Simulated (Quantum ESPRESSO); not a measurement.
A calculation with Quantum ESPRESSO 7.5 of Cu (native input, structure typed inline):

The input pw.in:

```
&CONTROL
  calculation = 'scf'
  prefix = 'pwscf'
  outdir = './tmp'
  pseudo_dir = './pseudo'
  tprnfor = .true.
  tstress = .true.
  disk_io = 'low'
/
&SYSTEM
  ibrav = 0
  celldm(1) = 8
  nat = 2
  ntyp = 1
  ecutwfc = 56
  ecutrho = 448
  nbnd = 27
  occupations = 'smearing'
  smearing = 'fd'
  degauss = 0.00367493
/
&ELECTRONS
  conv_thr = 4d-10
  electron_maxstep = 120
  mixing_beta = 0.5
/
ATOMIC_SPECIES
Cu    63.5460 cu_pbesol_v1.2.uspp.F.UPF
CELL_PARAMETERS alat
  0.2878203333626  -0.9392831759550   0.0000000000000
  0.2878203333626   0.9392831759550   0.0000000000000
  0.0000000000000   0.0000000000000   0.5847510702690
ATOMIC_POSITIONS crystal
Cu     0.8661333500    0.1338666500    0.7500000000
Cu     0.1338666500    0.8661333500    0.2500000000
K_POINTS automatic
11 11 11 0 0 0
```

File pp_density.in:

```
&INPUTPP
  prefix = 'pwscf'
  outdir = './tmp'
  filplot = 'density.dat'
  plot_num = 0
/
&PLOT
  nfile = 1
  filepp(1) = 'density.dat'
  iflag = 3
  output_format = 6
  fileout = 'density.cube'
/
```

pp_potential.in

```
&INPUTPP
  prefix = 'pwscf'
  outdir = './tmp'
  filplot = 'potential.dat'
  plot_num = 11
/
&PLOT
  nfile = 1
  filepp(1) = 'potential.dat'
  iflag = 3
  output_format = 6
  fileout = 'potential.cube'
/
```

Potentials or basis: GBRV 1.5 PBEsol.

Run with:

```sh
$ OMP_NUM_THREADS=1 mpirun -n 2 pw.x -nk 2 -in pw.in > pw.out
$ OMP_NUM_THREADS=1 mpirun -n 1 pp.x -in pp_density.in > pp_density.out
$ OMP_NUM_THREADS=1 mpirun -n 1 pp.x -in pp_potential.in > pp_potential.out
```

This isn't the form of Cu at room conditions, which is fcc.

Question: Write the same calculation in another form: ASE script, structure from a POSCAR.

Answer: As run:

run.py

```python
import numpy as np
from ase.calculators.espresso import Espresso, EspressoProfile
from ase.io import read

atoms = read('POSCAR')

input_data = {
    'control': {'calculation': 'scf', 'prefix': 'pwscf', 'outdir': './tmp', 'tprnfor': True, 'tstress': True, 'disk_io': 'nowf'},
    'system': {'ecutwfc': 56.0, 'ecutrho': 448.0, 'nbnd': 27, 'occupations': 'smearing', 'smearing': 'fd', 'degauss': 0.00367493},
    'electrons': {'conv_thr': 4e-10, 'electron_maxstep': 120, 'mixing_beta': 0.5},
}
pseudopotentials = {'Cu': 'cu_pbesol_v1.2.uspp.F.UPF'}
profile = EspressoProfile(command='mpirun -n 2 pw.x -nk 2', pseudo_dir='pseudo')
dft = Espresso(profile=profile, input_data=input_data, pseudopotentials=pseudopotentials, kpts=(11, 11, 11), koffset=(0, 0, 0))
atoms.calc = dft

print(f'energy {atoms.get_potential_energy():.8f} eV')
print('forces (eV/A)')
print(np.round(atoms.get_forces(), 6))
print('stress (eV/A^3, Voigt)')
print(np.round(atoms.get_stress(), 8))
print(f'Fermi level {dft.get_fermi_level():.4f} eV')
```

The input POSCAR:

```
Cu
1.0
    1.2184636900     -3.9763780104      0.0000000000
    1.2184636900      3.9763780104      0.0000000000
    0.0000000000      0.0000000000      2.4754955235
Cu
2
Direct
    0.8661333500      0.1338666500      0.7500000000
    0.1338666500      0.8661333500      0.2500000000
```

Potentials or basis: GBRV 1.5 PBEsol.

Launch:

```sh
$ OMP_NUM_THREADS=1 python run.py
```

Both were run:

|  | native input, structure typed inline | ASE script, structure from a POSCAR |
| --- | --- | --- |
| Pressure | -1.5 GPa | -1.5 GPa |
| Largest force | 0.005 eV/Å | 0.004 eV/Å |
| Band gap on the k mesh | none (metal or under the smearing width) | none (metal or under the smearing width) |

Keys that steer only the numerical path or the files written may differ.
